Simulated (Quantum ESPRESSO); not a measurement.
Input of a Quantum ESPRESSO 7.5 run:

File pw.in:

```
&CONTROL
  calculation = 'vc-relax'
  prefix = 'pwscf'
  outdir = './tmp'
  pseudo_dir = './pseudo'
  tprnfor = .true.
  tstress = .true.
  disk_io = 'low'
  nstep = 40
  forc_conv_thr = 0.0004
  etot_conv_thr = 1d-05
/
&SYSTEM
  ibrav = 0
  nat = 1
  ntyp = 1
  ecutwfc = 69
  nbnd = 15
  input_dft = 'pbesol'
  occupations = 'smearing'
  smearing = 'fd'
  degauss = 0.00367493
/
&ELECTRONS
  conv_thr = 2d-10
  electron_maxstep = 120
  mixing_beta = 0.5
/
&IONS
  ion_dynamics = 'bfgs'
/
&CELL
  cell_dynamics = 'bfgs'
  press = 300
  press_conv_thr = 0.3
/
ATOMIC_SPECIES
Rh   102.9055 Rh_ONCV_PBE-1.0.oncvpsp.upf
CELL_PARAMETERS bohr
   0.0000000000    3.5864167256    3.5864167256
   3.5864167256    0.0000000000    3.5864167256
   3.5864167256    3.5864167256    0.0000000000
ATOMIC_POSITIONS bohr
Rh     0.0000000000    0.0000000000    0.0000000000
K_POINTS automatic
12 12 12 0 0 0
```

Potentials or basis: SSSP 1.3 efficiency PBE.

Command:

```console
$ OMP_NUM_THREADS=1 pw.x -in pw.in > pw.out
```

**Question.** Predict the space group after relaxing (to 0.05 Å).

**Answer.** Fm-3m (No. 225).

**Question.** Estimate the relaxed volume.

**Answer.** 12.42 Å³/atom.

**Question.** What does it give for the relaxed cell?

**Answer.** a = 2.599 Å, b = 2.599 Å, c = 2.599 Å, α = 60.00°, β = 60.00°, γ = 60.00°.

Final structure:
```
Rh
1.0
     0.00000    1.83806    1.83806
     1.83806    0.00000    1.83806
     1.83806    1.83806    0.00000
Rh
1
Cartesian
  0.0000 0.0000 0.0000
```

Caveat: the potentials were made for another functional, which shifts forces and pressure.
